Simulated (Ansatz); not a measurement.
# A defect in a wire: armchair SiC nanoribbon (N = 6, H edges), vacancy of one C, part 4 of 4

What does the defect do to the conductance?

Ansatz 0.2.0; DFT PBE, plane waves, PAW; relaxation of a wire's period (the session's first sound run).

So far. Step 3 (The wire at its relaxed period): At the computed energy nearest the Fermi level there are 0 channels a spin; the gap is 2.38 eV. Step 4 (Relaxing the junction): The largest force component on a free atom ends at 0.015 eV/Å, under the limit of 0.06.  6 atoms of the wire itself, hydrogen apart, moved by over 0.45 Å, up to 1.38 Å.

## (5) Transmission between the leads

This step: DFT PBE, plane waves, PAW; transmission of a junction in a wire (Ansatz 0.2.0).

The cell is now read as a scatterer between two semi-infinite leads, named by two sites one period apart. The scattering states in its self-consistent potential are matched to the leads' states at each energy. One point across is taken, as for a wire in vacuum.

Contents of input.yaml:

```yaml
crystal:
  lattice:
    - [17.21, 0.0, 0.0]
    - [0.0, 7.0, 0.0]
    - [0.0, 0.0, 37.7522573086]
  atoms:
    - { symbol: Si, position: [0.278579403, 0.5, 0.001111985] }
    - { symbol: Si, position: [0.455741596, 0.5, 8.3288e-05] }
    - { symbol: Si, position: [0.635546536, 0.5, 0.999991203] }
    - { symbol: C, position: [0.275916185, 0.5, 0.047308224] }
    - { symbol: C, position: [0.454492549, 0.5, 0.047535974] }
    - { symbol: C, position: [0.634085865, 0.5, 0.047506756] }
    - { symbol: H, position: [0.79651997, 0.5, 0.052793192] }
    - { symbol: H, position: [0.220014167, 0.5, 0.060918646] }
    - { symbol: Si, position: [0.364479002, 0.5, 0.071419775] }
    - { symbol: Si, position: [0.544283942, 0.5, 0.07151186] }
    - { symbol: Si, position: [0.721446135, 0.5, 0.072540556] }
    - { symbol: C, position: [0.365939673, 0.5, 0.118935327] }
    - { symbol: C, position: [0.545532989, 0.5, 0.118964545] }
    - { symbol: C, position: [0.724109353, 0.5, 0.118736796] }
    - { symbol: H, position: [0.203505568, 0.5, 0.124221764] }
    - { symbol: H, position: [0.780011371, 0.5, 0.132347218] }
    - { symbol: Si, position: [0.278579403, 0.5, 0.143969128] }
    - { symbol: Si, position: [0.455741596, 0.5, 0.142940431] }
    - { symbol: Si, position: [0.635546536, 0.5, 0.142848346] }
    - { symbol: C, position: [0.275916185, 0.5, 0.190165367] }
    - { symbol: C, position: [0.454492549, 0.5, 0.190393116] }
    - { symbol: C, position: [0.634085865, 0.5, 0.190363899] }
    - { symbol: H, position: [0.79651997, 0.5, 0.195650335] }
    - { symbol: H, position: [0.220014167, 0.5, 0.203775789] }
    - { symbol: Si, position: [0.364479002, 0.5, 0.214276918] }
    - { symbol: Si, position: [0.544283942, 0.5, 0.214369003] }
    - { symbol: Si, position: [0.721446135, 0.5, 0.215397699] }
    - { symbol: C, position: [0.365939673, 0.5, 0.26179247] }
    - { symbol: C, position: [0.545532989, 0.5, 0.261821688] }
    - { symbol: C, position: [0.724109353, 0.5, 0.261593938] }
[... 75 atom lines left out ...]
    - { symbol: Si, position: [0.721446135, 0.5, 0.929683413] }
    - { symbol: C, position: [0.365939673, 0.5, 0.976078185] }
    - { symbol: C, position: [0.545532989, 0.5, 0.976107402] }
    - { symbol: C, position: [0.724109353, 0.5, 0.975879653] }
    - { symbol: H, position: [0.203505568, 0.5, 0.981364621] }
    - { symbol: H, position: [0.780011371, 0.5, 0.989490075] }
kpoints:
  mp_grid: { grid: [1, 1, 3] }
scf:
  occupations: { method: fermi_dirac, width: 0.05 }
hamiltonian:
  xc: pbe
output:
  transmission:
    e_range: [-1.26, 1.26]
    de: 0.035
    kmesh: [1, 1]
    reduced_basis: true
    leads: [[95, 0]]
  dos: { projected: true, e_range: [-4, 3] }
  write_potential: true
  write_density: true
  volumetric_format: npy
  elf: true
basis:
  ecutwfc: "350 eV"
```

Atom lines that are left out differ too.

Launch:

```bash
$ ansatz run input.yaml --threads 4 --pin off --max-ram 16384MiB --backend cpu --events-out ev --progress --plain --runs-dir out
```

Numbers of over 12 decimals in the logs are rounded to 6 here.

Output:

```text
[...]
Crystal: 111 atoms, lattice volume = 4548.014 Å³
Basis set: ecut = 350 eV, 67679 PW (Γ)
Bands: 291, of which v1, the nominal top of the filled ones, is band 180 counted from 1 (179 counted from 0)
Symmetry: 1 space group operations
[...]
k-points: 2 of 3 (time reversal used)
[...]
SCF iter   1: F=—  HF=-37401.763383 eV  |F-HF|=—  |Δ(HF+E_count)|=         —  Δρ=2.33e-3  dr2=4.83e-1  ethr=1.77e-3  ⟨swp⟩=9.0  Hψ=3261  notcnv=0  defer=131
[...]
SCF iter  10: F=-37401.827087 eV  HF=-37401.827087 eV  |F-HF|=2.25e-9  |Δ(HF+E_count)|=   8.47e-8  Δρ=5.83e-7  dr2=1.94e-8  ethr=2.78e-11  ⟨swp⟩=24.5  Hψ=4582  notcnv=0
SCF 1 converged in 10 iterations: F = -37401.827087 eV  dr2 = 1.94e-8
[...]
transmission: 7 of 64 steps passed
transmission: 13 of 64 steps passed
[...]
transmission: 64 of 64 steps passed
WARN: The output density's exchange-correlation potential varies sharply where the density is thin. Do not read a vacuum level from v_tot or v_xc, or from such a field of the output density. On a cell that repeats whose density bears no net charge and no dipole along the vacuum's axis use v_es (v_loc + v_h of the components); under efield.dipole_correction with no amplitude use v_es + v_field, which holds any externa [...]
Second SCF, for the conductance: iteration 1, dr2 5.434e-8 eV
Second SCF, for the conductance: iteration 2, dr2 3.337e-8 eV
Second SCF, for the conductance: iteration 3, dr2 6.465e-9 eV
transmission: 7 of 64 steps passed
transmission: 13 of 64 steps passed
[...]
transmission: 64 of 64 steps passed
SCF converged after 10 iterations
Free energy (F): -37401.827087 eV
[...]
Internal energy: -37401.827087 eV  (E = F + TS)
E sigma→0 (E₀):  -37401.827087 eV
Entropy (-TS):   -0.000001 eV (-0.000 meV/atom)
Fermi energy:    -0.895612 eV
[...]
--- Band table (eV) ---
  k-point 0: bands = [... 176 lower, -2.3102, -2.2082, -2.0761, -1.6641, -0.1262, 0.2649, 0.3556, 0.3991, ... 107 higher]
  k-point 1: bands = [... 176 lower, -2.2605, -2.2073, -2.0857, -1.6642, -0.1274, 0.2791, 0.3636, 0.4093, ... 107 higher]
--- Transmission ---
  basis      : 885 plane waves across, 64 finite elements along
  points     : 1, standing for a mesh of 1 x 1
[...]
crystal 0  : C6H4Si6, at the sites [95, 0], period 5.3932 Å, over 21.57 Å; its Hamiltonian steps by up to 110.8 meV: too much for a lead, lay more layers or, if its atoms are ordered, name the step of that order
[...]
filled         : 43.6 meV under the level at which it is neutral
    channels       : 0.000000e0 a spin
[...]
slowest decay  : 0.2174 /Å at (0.0000, 0.0000)
  junction   : crystal 0 to crystal 0, 0.50 to 32.86 Å
    transmission   : 0.000000e0 a spin
[...]
```

Wall time 31 min (4 threads of Arm Neoverse V2, shared host); peak memory 9.1 GiB.

Numbers from this step:

```yaml
transmission_at_the_energy_nearest_the_fermi_level_one_spin: 0
step_of_the_lead_s_hamiltonian: 110.8 meV
slowest_decay_in_the_lead_at_the_energy_nearest_the_fermi_level: 0.2174 Å⁻¹
```

Transmission, one spin against energy, zero at the Fermi level:

energy (eV), transmission, one spin and a bar:
```
    -1.26     0.0525 ##############################
    -1.19     0.0217 ############
    -1.12     0.0000 
    -1.05     0.0000 
    -0.98     0.0000 
    -0.91     0.0000 
    -0.84     0.0000 
    -0.77     0.0000 
    -0.70     0.0000 
    -0.63     0.0000 
    -0.59     0.0000 
    -0.53     0.0000 
    -0.46     0.0000 
    -0.39     0.0000 
    -0.32     0.0000 
    -0.24     0.0000 
    -0.17     0.0000 
    -0.10     0.0000 
    -0.04     0.0000 
     0.00     0.0000 
     0.04     0.0000 
     0.10     0.0000 
     0.17     0.0000 
     0.24     0.0000 
     0.32     0.0000 
     0.39     0.0000 
     0.46     0.0000 
     0.53     0.0000 
     0.59     0.0000 
     0.63     0.0000 
     0.70     0.0000 
     0.77     0.0000 
     0.84     0.0000 
     0.91     0.0000 
     0.98     0.0000 
     1.05     0.0000 
     1.12     0.0000 
     1.19     0.0000 
     1.26     0.0380 ######################
```

Open channels of the lead, one spin against energy, zero at the Fermi level:

energy (eV), open channels of the lead, one spin and a bar:
```
    -1.26       1.00 ##############################
    -1.19       1.00 ##############################
    -1.12       0.00 
    -1.05       0.00 
    -0.98       0.00 
    -0.91       0.00 
    -0.84       0.00 
    -0.77       0.00 
    -0.70       0.00 
    -0.63       0.00 
    -0.59       0.00 
    -0.53       0.00 
    -0.46       0.00 
    -0.39       0.00 
    -0.32       0.00 
    -0.24       0.00 
    -0.17       0.00 
    -0.10       0.00 
    -0.04       0.00 
     0.00       0.00 
     0.04       0.00 
     0.10       0.00 
     0.17       0.00 
     0.24       0.00 
     0.32       0.00 
     0.39       0.00 
     0.46       0.00 
     0.53       0.00 
     0.59       0.00 
     0.63       0.00 
     0.70       0.00 
     0.77       0.00 
     0.84       0.00 
     0.91       0.00 
     0.98       0.00 
     1.05       0.00 
     1.12       0.00 
     1.19       0.00 
     1.26       1.00 ##############################
```

Projected DOS an atom over height of the atomic layer and energy from the Fermi level.  broadened by a Gaussian of 0.15 eV, since few k-points sample the long cell.

Values in states/eV, 12 rows by 16 columns, each cell a mean:
```
0.39 0.33 0.35 0.37 0.32 0.52 0.36 0.09 0.35 0.19 0.12 0.08 0.18 0.21 0.25 0.19
0.01 0.01 0.02 0.04 0.10 0.08 0.35 0.09 0.16 0.04 0.01 0.00 0.00 0.00 0.00 0.01
0.00 0.00 0.00 0.00 0.01 0.01 0.04 0.01 0.01 0.00 0.00 0.00 0.00 0.00 0.00 0.00
0.00 0.00 0.00 0.00 0.00 0.00 0.00 0.00 0.00 0.00 0.00 0.00 0.00 0.00 0.00 0.00
0.00 0.00 0.00 0.00 0.00 0.00 0.02 0.02 0.31 0.06 0.03 0.01 0.00 0.00 0.00 0.00
0.05 0.03 0.02 0.02 0.01 0.01 0.04 0.04 0.28 0.11 0.11 0.07 0.11 0.08 0.07 0.05
0.28 0.25 0.24 0.23 0.21 0.15 0.11 0.17 0.10 0.25 0.31 0.20 0.29 0.28 0.28 0.24
0.28 0.26 0.27 0.27 0.28 0.29 0.23 0.39 0.20 0.29 0.28 0.14 0.25 0.24 0.25 0.23
0.30 0.24 0.24 0.23 0.24 0.27 0.23 0.32 0.23 0.29 0.29 0.16 0.30 0.27 0.26 0.21
0.36 0.33 0.32 0.32 0.30 0.27 0.26 0.31 0.29 0.45 0.38 0.24 0.37 0.35 0.35 0.32
0.38 0.35 0.35 0.35 0.36 0.33 0.27 0.32 0.35 0.49 0.44 0.25 0.38 0.36 0.35 0.32
0.59 0.56 0.54 0.54 0.50 0.43 0.37 0.50 0.43 0.56 0.51 0.35 0.59 0.57 0.58 0.55
```
Columns: height of the atomic layer (Å) from 0.0226 to 37.6 (not evenly spaced); rows upwards: energy from the Fermi level (eV) from -3.98 to 1.47.

Valence density in the ca plane at fractional y = 0.485, with atoms of Si and C and H within 0.2 Å of it. It is the smooth field of the valence electrons, not physical close to the nuclei.

Values in e/Å³, 13 rows by 16 columns, each cell a mean:
```
0.0 0.0 0.0 0.0 0.0 0.0 0.0 0.0 0.0 0.0 0.0 0.0 0.0 0.0 0.0 0.0
0.0 0.0 0.0 0.0 0.0 0.0 0.0 0.0 0.0 0.0 0.0 0.0 0.0 0.0 0.0 0.0
0.0 0.0 0.0 0.1 0.2 0.0 0.0 0.6 0.2 0.1 0.5 0.1 0.3 0.6 0.1 0.4
0.2 0.1 0.1 0.6 1.4 0.2 0.1 0.4 0.3 1.1 1.4 0.2 0.2 0.4 0.6 1.6
0.3 0.4 0.3 0.5 0.8 0.3 0.7 1.4 0.4 0.2 0.5 0.4 1.2 1.0 0.2 0.4
0.5 0.1 0.3 0.3 0.7 0.7 0.3 0.7 0.3 0.8 1.2 0.3 0.4 0.5 0.5 1.3
0.4 0.5 0.6 0.3 0.8 0.7 0.4 1.0 0.5 0.5 0.8 0.3 0.8 0.8 0.3 0.8
0.4 0.7 0.9 0.3 0.5 0.5 0.5 1.2 0.5 0.4 0.8 0.4 0.9 0.8 0.3 0.8
0.4 0.3 0.5 0.4 1.3 0.9 0.2 0.5 0.3 0.8 1.2 0.3 0.4 0.5 0.5 1.3
0.3 1.2 1.3 0.1 0.2 0.4 0.6 1.6 0.6 0.1 0.4 0.4 1.3 1.1 0.1 0.3
0.1 0.1 0.5 0.0 0.3 0.6 0.1 0.3 0.3 0.1 0.6 0.1 0.1 0.3 0.0 0.5
0.0 0.0 0.0 0.0 0.0 0.0 0.0 0.0 0.0 0.0 0.0 0.0 0.0 0.0 0.0 0.0
0.0 0.0 0.0 0.0 0.0 0.0 0.0 0.0 0.0 0.0 0.0 0.0 0.0 0.0 0.0 0.0
```
Columns run along c (16.0 Å, from fractional 0.43 to 0.85 of the cell), rows up along a (17.2 Å). Atoms in or near the plane, at fractional coordinates: Si at (0.43, 0.28), Si at (0.43, 0.46), Si at (0.43, 0.64), C at (0.47, 0.27), H at (0.49, 0.21), Si at (0.50, 0.36), C at (0.55, 0.36), C at (0.53, 0.70), H at (0.56, 0.19), H at (0.54, 0.76), Si at (0.57, 0.27), Si at (0.57, 0.44), Si at (0.57, 0.63), C at (0.62, 0.27) and more.

ELF in the ca plane at fractional y = 0.485, with atoms of Si and C and H within 0.2 Å of it. It is the smooth field of the valence electrons, not physical close to the nuclei.

Ten even steps from '0' (0.00 × 1e-1) to '9' (9.99 × 1e-1), each cell a mean:
```
00000000000000000000000000000000000000000000
00000000000000000000000000000000010000000000
00133100000000000000000000000015776300000000
01688620000122100000000233100059999820003541
01899841113676300000004899710069999940048996
00578745666775200000126999840027999744568997
00245336887775223444566667631001453337852575
35678853457875479875788547863355787525667885
78635751013422489874454456532687237630023322
56678853356886455567862125653467678633457874
11244324884267410146645776786212454337863575
23467633676787422466535876687312466425766786
78635762113543268768852346764367657741135542
67657852235764368767751124533378537741136653
12466524775587313577634676786333577535775686
11355425874577311244326873476201244326874576
57657852246764257678843457885256678852346763
78635751025643388426740014433378526741025543
34589982189997345799970059997445689971189997
00269950299998201599950289999510279950299998
00012200169985000135300179998300013200179996
00000000013430000000000036774100000000014541
00000000000000000000000000100000000000000000
00000000000000000000000000000000000000000000
```
Columns run along c (16.0 Å, from fractional 0.31 to 0.73 of the cell), rows up along a (17.2 Å). Atoms in or near the plane, at fractional coordinates: C at (0.33, 0.28), C at (0.33, 0.46), H at (0.35, 0.22), Si at (0.36, 0.37), Si at (0.36, 0.55), C at (0.40, 0.37), C at (0.41, 0.55), H at (0.41, 0.21), Si at (0.43, 0.28), Si at (0.43, 0.46), Si at (0.43, 0.64), C at (0.47, 0.27), H at (0.49, 0.21), Si at (0.50, 0.36) and more.

Electrostatic potential energy in the ca plane at fractional y = 0.485, with atoms of Si and C and H within 0.2 Å of it. With pseudopotentials it is smooth inside the atoms' cores, unlike the true potential.

Ten even steps from '0' (-63 eV) to '9' (3 eV), each cell a mean:
```
99999999999999999999999999999999999999999999
99999999999999999999999999999999999999999999
99999999999999999999999999999999999999999999
99999999999999999999999999999999999999999999
99999985699999988999985699999987999984799999
99999997666898646999997655788645999997656787
89999996200473017999997200373017999986200472
77789987544787666678987645788666678987545787
30037500589999850026610489999840026510489999
53358855677899865458865677898864468865677898
57899997201574017899997201474027999986201573
36899997422686447789987423686457789987423686
74236853478999851136732588999851137632588999
62015731378999862137742588999852147732688999
56778997533586337889997422685347889987323685
05899997300375226899997301574137899986201574
75447875677899863247854678899863247754678899
62004720279999851026620489999851026611589999
76568987559999757789987369999757789986379999
46999999889999868999999999999769999999899999
99999999999999999999999999999999999999999999
99999999999999999999999999999999999999999999
99999999999999999999999999999999999999999999
99999999999999999999999999999999999999999999
```
Columns run along c (16.0 Å, from fractional 0.55 to 0.98 of the cell; values clipped at the 3rd and 97th percentile), rows up along a (17.2 Å). Atoms in or near the plane, at fractional coordinates: H at (0.56, 0.19), Si at (0.57, 0.27), Si at (0.57, 0.44), Si at (0.57, 0.63), C at (0.62, 0.27), C at (0.62, 0.45), C at (0.62, 0.63), H at (0.62, 0.79), H at (0.63, 0.22), Si at (0.64, 0.36), Si at (0.64, 0.54), Si at (0.64, 0.72), C at (0.69, 0.37), C at (0.69, 0.55) and more.

The transmission at the computed energy nearest the Fermi level is 0, with 0 channels a spin open in the lead. The lead's Hamiltonian steps by 110.8 meV, which the program calls too much for a lead.

## (6) What came out

What this shows: The undoped leads have a gap, so the conductance at their level is exponentially small; the transmission in the bands is what a gate or doping would reach. Transport is coherent and elastic here: the atoms are frozen, so scattering by vibrations plays no part. With vacancy of one C several atoms of the wire itself moved far in the relaxation, so the changed stretch between the held leads may scatter as well as the defect. The free region is short: held atoms still bear up to 0.6 eV/Å after a relaxation. In 1 run the program finds the step of the lead's Hamiltonian too large, so longer leads may change the transmission. A cutoff under the files' recommended one was taken to save time; its effect on T(E) was not tested here.

[Logs are printed without paths, hosts, clocks, repeated set-up lines and the standing remarks that a program may print on its own settings, such as how far it seeks lower states.]

[Hosts, paths, dates, database ids (printed as entryN), source tags and the programs' standing remarks are cut or masked in the printed files.]
